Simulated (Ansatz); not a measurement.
**SiGe: strain energy, fitted**

SiGe, P6_3mc, a = 3.904 Å, c = 6.454 Å. The structure is a Materials Project entry; whether it is the stable form wasn't checked. Ansatz: r2SCAN, PAW, 500 eV, Γ-centred 12×12×4 mesh on 4 atoms, Gaussian smearing 0.02 eV; no spin polarisation. Series: uniaxial strain along c, with a, b and atoms relaxed; x is the strain in per cent. y is the free energy over the unstrained cell, V0 = 21.300 Å³/atom.

| x (%) | y (meV/atom) |
| --- | --- |
| -3.0 | ? |
| -2.0 | 5.49 |
| -1.0 | 1.35 |
| 0.0 | 0.00 |
| 1.0 | 1.30 |
| 2.0 | 5.11 |

Task: Fit y = c2 x² + c3 x³ to the other rows, turn c2 into a modulus, and predict the missing energy.

Result: Least squares on the rows shown. y = 1.325 x² − 0.02377 x³. In eV per unit strain² c2 is 13.25; this is Young's modulus along the axis (E = ½ Y V0 ε²): 2 × 13.25 × 160.2 / (21.300) = 199 GPa. At x = -3.0 the fit asked for gives 12.57 meV/atom. The run gave 12.53 meV/atom, so the fit is 0.04 meV/atom too high, a small miss on the scale of the series. The form still works here, 25 % of the fitted range beyond its end.

1 further run of this set didn't finish or converge.